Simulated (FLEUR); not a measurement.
# Ag (Fm-3m) in FLEUR: a series of runs

One crystal, Ag, is run at these levels: LDA exchange alone (X-alpha); tasks: band structure, equation of state.

All numbers are computed with FLEUR MaX-R8.1 (later development tree); they aren't measurements. Logs are shortened: lines on timing, memory, paths and dates and some standing lists are left out, and cuts for length are marked.

## Step 1: The crystal as given

It takes space group Fm-3m (No. 225, cubic). The conventional cell has a = 4.085 Å, b = 4.085 Å, c = 4.085 Å, α = 90.00°, β = 90.00°, γ = 90.00°. Ag (site symmetry m-3m) has 12 Ag at 2.89 Å as nearest neighbours.

## Step 2: Band structure, LDA exchange alone (X-alpha)

inp.xml reads:

```xml
<?xml version="1.0" encoding="UTF-8" standalone="no"?>
<fleurInput fleurInputVersion="0.39">
   <comment>
      Ag                                                                                                  
   </comment>
   <calculationSetup>
      <cutoffs Kmax="4.1" Gmax="12.7" GmaxXC="12.7" numbands="0"/>
      <scfLoop itmax="60" minDistance="0.00001" maxIterBroyd="15" imix="Anderson" alpha="0.05" precondParam="0.0" spinf="2.0" sdNocoIR="T"/>
      <coreElectrons ctail="T" frcor="F" kcrel="0" coretail_lmax="0"/>
      <xcFunctional name="x-a" relativisticCorrections="F"/>
      <magnetism jspins="1"/>
      <soc l_soc="F" theta="0.0" phi="0.0" spav="F"/>
      <expertModes spex="0" secvar="F"/>
      <geometryOptimization l_f="F" forcealpha="1.0" forcemix="BFGS" epsdisp="0.00001" epsforce="0.00001"/>
      <ldaU l_linMix="F" mixParam="0.05" spinf="1.0"/>
   </calculationSetup>
   <cell>
      <bzIntegration valenceElectrons="19.0" mode="hist" fermiSmearingEnergy="0.00183747">
         <kPointListSelection listName="default-1"/>
         <!-- k-points included here -->
         <xi:include xmlns:xi="http://www.w3.org/2001/XInclude" href="kpts.xml"> </xi:include>
      </bzIntegration>
      <!-- symmetry operations included here -->
      <xi:include xmlns:xi="http://www.w3.org/2001/XInclude" href="sym.xml"> </xi:include>
      <bulkLattice scale="1.0">
         <bravaisMatrix>
            <row-1>    0.0000000000000000     3.8602380410266495     3.8602380410266495</row-1>
            <row-2>    3.8602380410266495     0.0000000000000000     3.8602380410266495</row-2>
            <row-3>    3.8602380410266495     3.8602380410266495     0.0000000000000000</row-3>
         </bravaisMatrix>
      </bulkLattice>
   </cell>
   <atomSpecies>
      <species name="Silver (Ag)" element="Ag" atomicNumber="47">
         <mtSphere radius="2.53" gridPoints="837" logIncrement="0.015"/>
         <atomicCutoffs lmax="10" lnonsphr="8"/>
         <electronConfig flipSpins="F">
            <coreConfig>(1s1/2) (2s1/2) (2p1/2) (2p3/2) (3s1/2) (3p1/2) (3p3/2) (3d3/2) (3d5/2)</coreConfig>
            <valenceConfig>(4s1/2) (4p1/2) (4p3/2) (5s1/2) (4d3/2) (4d5/2)</valenceConfig>
            <stateOccupation state="(5s1/2)" spinUp="0.500000" spinDown="0.500000"/>
         </electronConfig>
         <energyParameters s="5" p="5" d="4" f="4"/>
         <lo type="SCLO" l="0" n="4" eDeriv="0"/>
         <lo type="SCLO" l="1" n="4" eDeriv="0"/>
         <lo type="SCLO" l="1" n="4" eDeriv="1"/>
         <lo type="SCLO" l="2" n="4" eDeriv="2"/>
         <lo type="SCLO" l="3" n="4" eDeriv="2"/>
      </species>
   </atomSpecies>
   <atomGroups>
      <atomGroup species="Silver (Ag)">
         <relPos label="                   1">.0000000000 .0000000000 .0000000000</relPos>
         <force calculate="T" relaxXYZ="TTT"/>
      </atomGroup>
   </atomGroups>
   <output dos="F" band="F" slice="F">
      <checks vchk="F" cdinf="F"/>
      <bandDOS minEnergy="-.5*Htr" maxEnergy="0.5*Htr" sigma="0.015" storeEVData="T"/>
      <vacuumDOS vacdos="F" integ="F" star="F" nstars="0" locx1="0.0" locy1="0.0" locx2="0.0" locy2="0.0" nstm="0" tworkf="0.0"/>
      <unfoldingBand unfoldBand="F" supercellX="1" supercellY="1" supercellZ="1"/>
      <plotting iplot="0" polar="F">
         <plot TwoD="T" vec1="  1.0  0.0  0.0" vec2="  0.0  1.0  0.0" vec3="  0.0  0.0  1.0" zero="  0.0  0.0  0.0" file="plot"/>
      </plotting>
      <chargeDensitySlicing numkpt="0" minEigenval="0.0" maxEigenval="0.0" nnne="0" pallst="F"/>
      <specialOutput eonly="F"/>
      <moessbauerParams electricFieldGradient="T" isomerShift="T" coreHyperfine="T" valenceHyperfine="T"/>
      <magneticCircularDichroism mcd="F" energyLo="-10.0" energyUp="0.0"/>
   </output>
  <!-- We include the file relax.xml here to enable relaxations (see documentation) -->
  <xi:include xmlns:xi="http://www.w3.org/2001/XInclude" href="relax.xml"> <xi:fallback/> </xi:include>
</fleurInput>
```

crystal.txt reads:

```
Ag
&input cartesian=F /
0.0000000000  2.0427500000  2.0427500000
2.0427500000  0.0000000000  2.0427500000
2.0427500000  2.0427500000  0.0000000000
1.8897261246
1.0 1.0 1.0

1
47 0.0000000000  0.0000000000  0.0000000000

&kpt div1=11 div2=11 div3=11 gamma=T /
```

inp.xml (bands) reads:

```
<?xml version="1.0" encoding="UTF-8" standalone="no"?>
<fleurInput fleurInputVersion="0.39">
   <comment>
      Ag                                                                                                  
   </comment>
   <calculationSetup>
      <cutoffs Kmax="4.1" Gmax="12.7" GmaxXC="12.7" numbands="0"/>
      <scfLoop itmax="60" minDistance="0.00001" maxIterBroyd="15" imix="Anderson" alpha="0.05" precondParam="0.0" spinf="2.0" sdNocoIR="T"/>
      <coreElectrons ctail="T" frcor="F" kcrel="0" coretail_lmax="0"/>
      <xcFunctional name="x-a" relativisticCorrections="F"/>
      <magnetism jspins="1"/>
      <soc l_soc="F" theta="0.0" phi="0.0" spav="F"/>
      <expertModes spex="0" secvar="F"/>
      <geometryOptimization l_f="F" forcealpha="1.0" forcemix="BFGS" epsdisp="0.00001" epsforce="0.00001"/>
      <ldaU l_linMix="F" mixParam="0.05" spinf="1.0"/>
   </calculationSetup>
   <cell>
      <bzIntegration valenceElectrons="19.0" mode="hist" fermiSmearingEnergy="0.00183747">
         <kPointListSelection listName="path-1"/>
         <!-- k-points included here -->
         <xi:include xmlns:xi="http://www.w3.org/2001/XInclude" href="kpts.xml"> </xi:include>
      </bzIntegration>
      <!-- symmetry operations included here -->
      <xi:include xmlns:xi="http://www.w3.org/2001/XInclude" href="sym.xml"> </xi:include>
      <bulkLattice scale="1.0">
         <bravaisMatrix>
            <row-1>    0.0000000000000000     3.8602380410266495     3.8602380410266495</row-1>
            <row-2>    3.8602380410266495     0.0000000000000000     3.8602380410266495</row-2>
            <row-3>    3.8602380410266495     3.8602380410266495     0.0000000000000000</row-3>
         </bravaisMatrix>
      </bulkLattice>
   </cell>
   <atomSpecies>
      <species name="Silver (Ag)" element="Ag" atomicNumber="47">
         <mtSphere radius="2.53" gridPoints="837" logIncrement="0.015"/>
         <atomicCutoffs lmax="10" lnonsphr="8"/>
         <electronConfig flipSpins="F">
            <coreConfig>(1s1/2) (2s1/2) (2p1/2) (2p3/2) (3s1/2) (3p1/2) (3p3/2) (3d3/2) (3d5/2)</coreConfig>
            <valenceConfig>(4s1/2) (4p1/2) (4p3/2) (5s1/2) (4d3/2) (4d5/2)</valenceConfig>
            <stateOccupation state="(5s1/2)" spinUp="0.500000" spinDown="0.500000"/>
         </electronConfig>
         <energyParameters s="5" p="5" d="4" f="4"/>
         <lo type="SCLO" l="0" n="4" eDeriv="0"/>
         <lo type="SCLO" l="1" n="4" eDeriv="0"/>
         <lo type="SCLO" l="1" n="4" eDeriv="1"/>
         <lo type="SCLO" l="2" n="4" eDeriv="2"/>
         <lo type="SCLO" l="3" n="4" eDeriv="2"/>
      </species>
   </atomSpecies>
   <atomGroups>
      <atomGroup species="Silver (Ag)">
         <relPos label="                   1">.0000000000 .0000000000 .0000000000</relPos>
         <force calculate="T" relaxXYZ="TTT"/>
      </atomGroup>
   </atomGroups>
   <output dos="F" band="T" slice="F">
      <checks vchk="F" cdinf="F"/>
      <bandDOS minEnergy="-.5*Htr" maxEnergy="0.5*Htr" sigma="0.015" storeEVData="T"/>
      <vacuumDOS vacdos="F" integ="F" star="F" nstars="0" locx1="0.0" locy1="0.0" locx2="0.0" locy2="0.0" nstm="0" tworkf="0.0"/>
      <unfoldingBand unfoldBand="F" supercellX="1" supercellY="1" supercellZ="1"/>
      <plotting iplot="0" polar="F">
         <plot TwoD="T" vec1="  1.0  0.0  0.0" vec2="  0.0  1.0  0.0" vec3="  0.0  0.0  1.0" zero="  0.0  0.0  0.0" file="plot"/>
      </plotting>
      <chargeDensitySlicing numkpt="0" minEigenval="0.0" maxEigenval="0.0" nnne="0" pallst="F"/>
      <specialOutput eonly="F"/>
      <moessbauerParams electricFieldGradient="T" isomerShift="T" coreHyperfine="T" valenceHyperfine="T"/>
      <magneticCircularDichroism mcd="F" energyLo="-10.0" energyUp="0.0"/>
   </output>
  <!-- We include the file relax.xml here to enable relaxations (see documentation) -->
  <xi:include xmlns:xi="http://www.w3.org/2001/XInclude" href="relax.xml"> <xi:fallback/> </xi:include>
</fleurInput>
```

Potentials or basis: all-electron, FLAPW.

Launch:

```sh
inpgen -f crystal.txt -profile fastHighL
# inp.xml edited to the form shown
fleur_MPI
fleur_MPI   # second run, on inp.xml (bands)
```

What it wrote:

```text
Welcome to FLEUR        (www.flapw.de)
      MaX-Release 8.1          (www.max-centre.eu)

 ========== k-point set info ==========
 Selected k-point list: default-1
 k-point list type: mesh
 11 x 11 x 11
 Number of k points: 56

 ------------Calculation Setup---------------------------
 Number of MPI-tasks      :            1
 Number of PE/node        :            1
 Number of OMP-threads    :            1
 Most efficient MPI parallelization for:
           1           2           4           7           8          14          28          56
 Additional eigenvalue parallelization possible
 Number of basis functions:          179
 Approximate size of matrices (H+S) per k-point:         0.000 GB
 --------------------------------------------------------
 Iteration:     1   Distance:      12.24833357 me/bohr^3
 Iteration:     2   Distance:      10.35516228 me/bohr^3
 Iteration:     3   Distance:       3.78694944 me/bohr^3
 Iteration:     4   Distance:       3.04806148 me/bohr^3
 Iteration:     5   Distance:       1.46045372 me/bohr^3
 Iteration:     6   Distance:       0.13182634 me/bohr^3
 Iteration:     7   Distance:       0.17841871 me/bohr^3
 Iteration:     8   Distance:       0.00227110 me/bohr^3
 Iteration:     9   Distance:       0.00698727 me/bohr^3
 Iteration:    10   Distance:       0.00045150 me/bohr^3
 Iteration:    11   Distance:       0.00026213 me/bohr^3
 Iteration:    12   Distance:       0.00001363 me/bohr^3
 Iteration:    13   Distance:       0.00000006 me/bohr^3

 ********************************************************************
 Run finished successfully
 Stop message:
   all done
 ********************************************************************
```

output (bands):

```text
Welcome to FLEUR        (www.flapw.de)
      MaX-Release 8.1          (www.max-centre.eu)

 ========== k-point set info ==========
 Selected k-point list: path-1
 k-point list type: path
 Number of k points: 60

 ------------Calculation Setup---------------------------
 Number of MPI-tasks      :            1
 Number of PE/node        :            1
 Number of OMP-threads    :            1
 Most efficient MPI parallelization for:
           1           2           3           4           5           6          10          12          15          20          30          60
 Additional eigenvalue parallelization possible
 Number of basis functions:          179
 Approximate size of matrices (H+S) per k-point:         0.000 GB
 --------------------------------------------------------
 Fermi energy correction for insulators:
 No automatic correction of the Fermi energy has been performed.

 Note: Band structure data (together with different weights) is also stored in the banddos.hdf file.
       A convenient way of extracting and plotting the data from that file is by making use of the

 ********************************************************************
 Run finished successfully
 Stop message:
   Charge density postprocessing done.
 ********************************************************************
```

out.xml (last iteration):

```text
<iteration numberForCurrentRun="   13" overallNumber="   13">
         <energyParameters units="Htr">
            <atomicEP atomType="1" spin="1" branch="5s" branchLowest="-2.98" branchHighest="1.53" value="0.2686433764"/>
            <atomicEP atomType="1" spin="1" branch="5p" branchLowest="-1.63" branchHighest="2.18" value="0.4166291511"/>
            <atomicEP atomType="1" spin="1" branch="4d" branchLowest="-12.67" branchHighest="0.36" value="0.2276798580"/>
            <atomicEP atomType="1" spin="1" branch="4f" branchLowest="-9.99" branchHighest="2.33" value="0.7234791950"/>
            <loAtomicEP atomType="1" spin="1" branch="4s" branchLowest="-24.56" branchHighest="-2.98" value="-2.9868972216"/>
            <loAtomicEP atomType="1" spin="1" branch="4p" branchLowest="-19.95" branchHighest="-1.63" value="-1.6528498247"/>
            <loAtomicEP atomType="1" spin="1" branch="4p" branchLowest="-19.95" branchHighest="-1.63" value="-1.6528498247"/>
            <loAtomicEP atomType="1" spin="1" branch="4d" branchLowest="-12.67" branchHighest="0.36" value="0.2210429456"/>
            <loAtomicEP atomType="1" spin="1" branch="4f" branchLowest="-9.99" branchHighest="2.33" value="0.7234805932"/>
         </energyParameters>
         <eigenvalues>
            <eigenvaluesAt spin="1" ikpt="1" k_x="0.00000000" k_y="0.00000000" k_z="0.00000000">
                      -2.9875448094       -1.6449149894       -1.6449149894       -1.6449149894        0.0843939751
                       0.2054578703        0.2054578703        0.2054578703        0.2450500517        0.2450500517
                       0.9567094674        1.0858001773        1.0858001773        1.0858001773        1.2754255037
            </eigenvaluesAt>
            <eigenvaluesAt spin="1" ikpt="2" k_x="0.00000000" k_y="0.00000000" k_z="0.09090909">
                      -2.9874933020       -1.6454092049       -1.6449896114       -1.6449896114        0.0938299384
                       0.2032897558        0.2080420788        0.2080420788        0.2441160161        0.2441160161
                       0.9563031656        1.0228488581        1.0901803951        1.0901803951        1.2526832787
            </eigenvaluesAt>
            <eigenvaluesAt spin="1" ikpt="3" k_x="0.00000000" k_y="0.00000000" k_z="0.18181818">
                      -2.9873552566       -1.6467345607       -1.6451895683       -1.6451895683        0.1188756653
                       0.2011374397        0.2126997412        0.2126997412        0.2444054629        0.2444054629
                       0.8771199291        0.9890520568        1.0966323766        1.0966323766        1.2060130755
            </eigenvaluesAt>
            <eigenvaluesAt spin="1" ikpt="4" k_x="0.00000000" k_y="0.00000000" k_z="0.27272727">
[... 21 lines left out ...]
            <state n="3" l="1" j="0.5" energy="-20.7338722392" weight="1.0000000000"/>
            <state n="3" l="1" j="1.5" energy="-19.5986899687" weight="2.0000000000"/>
            <state n="3" l="2" j="1.5" energy="-12.8059115888" weight="2.0000000000"/>
            <state n="3" l="2" j="2.5" energy="-12.5770728420" weight="3.0000000000"/>
         </coreStates>
         <allElectronCharges>
            <spinDependentCharge spin="1" total="47.0000000" interstitial="1.1938715" mtSpheres="45.8061285"/>
            <totalCharge value="46.9999999994"/>
         </allElectronCharges>
         <moessbauerParams unitsHFF="kG" unitsIS="e/bohr^3" unitsEFG="Htr/bohr^2">
            <coreIsomerShift atomType="1" isTotal="146835.00277">
               <shell n="1" l="0" isomerShift="128927.46334"/>
               <shell n="2" l="0" isomerShift="14753.19517"/>
               <shell n="2" l="1" isomerShift="308.70125"/>
               <shell n="3" l="0" isomerShift="2783.16542"/>
               <shell n="3" l="1" isomerShift="62.47758"/>
               <shell n="3" l="2" isomerShift="0.00001"/>
            </coreIsomerShift>
            <isomerShift atomType="1" nucleusRadius="0.0001124" averageDensity="147389.39637"/>
            <electricFieldGradient atomType="1" VXX="0.00000" VYY="0.00000" VZZ="0.00000" asymParam="0.00000">
            </electricFieldGradient>
         </moessbauerParams>
         <totalEnergy                                    value="    -5307.9704430051" units="Htr">
            <sumOfEigenvalues                            value="    -3173.3734502118">
               <coreElectrons value="-3159.9536231235"/>
               <valenceElectrons value="-13.4198270883"/>
            </sumOfEigenvalues>
            <densityCoulombPotentialIntegral value="-8542.8587580362"/>
            <densityEffectivePotentialIntegral value="-8729.5574542223"/>
            <chargeDenXCDenIntegral value="-140.0240221468"/>
            <FockExchangeEnergyValence value="0.0000000000"/>
            <FockExchangeEnergyCore value="0.0000000000"/>
            <atomTypeDependentContributions atomType="1">
               <electronNucleiInteractionDifferentMTs value="6433.3586665299"/>
               <MadelungTerm value="-19.3423793208"/>
            </atomTypeDependentContributions>
            <tkbTimesEntropy value="0.0000904569"/>
            <freeEnergy value="-5307.9705334620"/>
            <extrapolationTo0K value="-5307.9704882336"/>
         </totalEnergy>
         <densityConvergence units="me/bohr^3">
            <chargeDensity spin="1" distance="0.0000000561"/>
         </densityConvergence>
      </iteration>
```

Wall time 10 s (1 thread of Arm Neoverse V1, shared host); peak memory 0.04 GiB.

Results:

```
Free energy                                           : -144437.2364 eV
Band gap along the path                               : none (metal or under the smearing width)
Valence electrons inside the program's atomic spheres : Ag 17.81 (radii Ag 2.53 bohr)
```

Levels at the corners of the path, in eV from the Fermi level:
```csv
point,band 5,band 6,band 7,band 8,band 9,band 10,band 11,band 12,band 13,band 14
Γ,-8.11,-4.82,-4.82,-4.82,-3.74,-3.74,15.62,19.14,19.14,19.14
X,-6.53,-6.36,-2.95,-2.71,-2.71,1.28,6.52,10.29,10.29,16.98
W,-5.75,-5.12,-5.12,-3.75,-2.71,5.70,5.70,6.64,8.02,22.26
K,-6.07,-5.65,-4.11,-3.52,-3.00,4.05,4.96,6.92,12.42,16.58
Γ,-8.11,-4.82,-4.82,-4.82,-3.74,-3.74,15.62,19.14,19.14,19.14
L,-6.52,-4.84,-4.84,-2.92,-2.92,-0.71,3.40,14.90,17.42,17.42
U,-6.07,-5.65,-4.11,-3.52,-3.00,4.05,4.96,6.92,12.42,16.58
W,-5.75,-5.12,-5.12,-3.75,-2.71,5.70,5.70,6.64,8.02,22.26
L,-6.52,-4.84,-4.84,-2.92,-2.92,-0.71,3.40,14.90,17.42,17.42
K,-6.07,-5.65,-4.11,-3.52,-3.00,4.05,4.96,6.92,12.42,16.58
U,-6.07,-5.65,-4.11,-3.52,-3.00,4.05,4.96,6.92,12.42,16.58
X,-6.53,-6.36,-2.95,-2.71,-2.71,1.28,6.52,10.29,10.29,16.98
```

Core levels (eV from the Fermi level):
```tsv
atom	levels
1 Ag	1s1/2 -25280.0, 2s1/2 -3719.1, 2p1/2 -3457.9, 2p3/2 -3282.9, 3s1/2 -678.6, 3p1/2 -574.6, 3p3/2 -543.7, 3d3/2 -358.9, 3d5/2 -352.6
```

## Step 3: Equation of state, LDA exchange alone (X-alpha), 16.03 Å³/atom (volume scaled by 0.94)

Edit inp.xml of step 2 so:

```diff
@@ -24,3 +24,3 @@
       <xi:include xmlns:xi="http://www.w3.org/2001/XInclude" href="sym.xml"> </xi:include>
-      <bulkLattice scale="1.0">
+      <bulkLattice scale="0.9795861087">
          <bravaisMatrix>
@@ -34,3 +34,3 @@
       <species name="Silver (Ag)" element="Ag" atomicNumber="47">
-         <mtSphere radius="2.53" gridPoints="837" logIncrement="0.015"/>
+         <mtSphere radius="2.48" gridPoints="837" logIncrement="0.015"/>
          <atomicCutoffs lmax="10" lnonsphr="8"/>
```

Potentials or basis: all-electron, FLAPW.

Launch:

```sh
inpgen -f crystal.txt -profile fastHighL
# inp.xml edited to the form shown
fleur_MPI
```

Wall time 8.3 s (1 thread of Arm Neoverse V1, shared host); peak memory 0.08 GiB.

Results (log left out):

```yaml
Free_energy: -144437.2190 eV
Band_gap_on_the_k_mesh: none (metal or under the smearing width)
Valence_electrons_inside_the_program's_atomic_spheres: Ag 17.75 (radii Ag 2.48 bohr)
```

(Part 1 of 2 ends here.)
